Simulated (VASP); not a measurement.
Set up this calculation in VASP 6.6.1, as the native input.

```yaml
Task: single point
Functional: PBE
Potentials_or_basis: VASP PAW PBE potentials, release 64 (Ba_sv, Zr_sv, O)
Cutoff: 520 eV
k_mesh: 4 × 4 × 4
Occupations: gaussian, width 0.1 eV
Spin: no spin polarisation
Dipole_correction: no
Further_INCAR_settings: ALGO = Normal; EDIFF = 1e-06; NBANDS = 28
```

The structure of BaZrO3 lies in POSCAR:

```
BaZrO3
1.0
    4.2000000000      0.0000000000      0.0000000000
    0.0000000000      4.2000000000      0.0000000000
    0.0000000000      0.0000000000      4.2000000000
Ba Zr O
1 1 3
Direct
    0.0000000000      0.0000000000      0.0000000000
    0.5000000000      0.5000000000      0.5000000000
    0.5000000000      0.5000000000      0.0000000000
    0.0000000000      0.5000000000      0.5000000000
    0.5000000000      0.0000000000      0.5000000000
```

The cell was built by a generator and needn't be a form met in nature.

These files were run (other wordings do the same):

INCAR

```
SYSTEM = BaZrO3
PREC = Accurate ; ENCUT = 520
EDIFF = 1E-6 ; ISMEAR = 0
SIGMA = 0.1 ; LREAL = .False.
LASPH = .True. ; NELM = 100
ALGO = Normal ; ISIF = 2
LWAVE = .False. ; LCHARG = .False.
GGA = PE ; NBANDS = 28
```

KPOINTS

```
Automatic mesh
0
Gamma
  4 4 4
  0 0 0
```

Potentials or basis: VASP PAW PBE potentials, release 64 (Ba_sv, Zr_sv, O).

Run with:

```console
$ cat potpaw_PBE.64/Ba_sv/POTCAR potpaw_PBE.64/Zr_sv/POTCAR potpaw_PBE.64/O/POTCAR > POTCAR
$ mpirun -np 1 vasp_std > vasp.out
```

It gave:

```yaml
Pressure: 4.1 GPa
Band_gap_on_the_k_mesh: 3.17 eV, indirect (least direct gap 3.40 eV)
```

Caveat: spin-orbit coupling is left out, which moves the levels of the heavy elements.

It took 16 s on 1 thread of Intel(R) Xeon(R) Platinum 8488C (Sapphire Rapids) (shared host), peak memory 0.18 GiB.
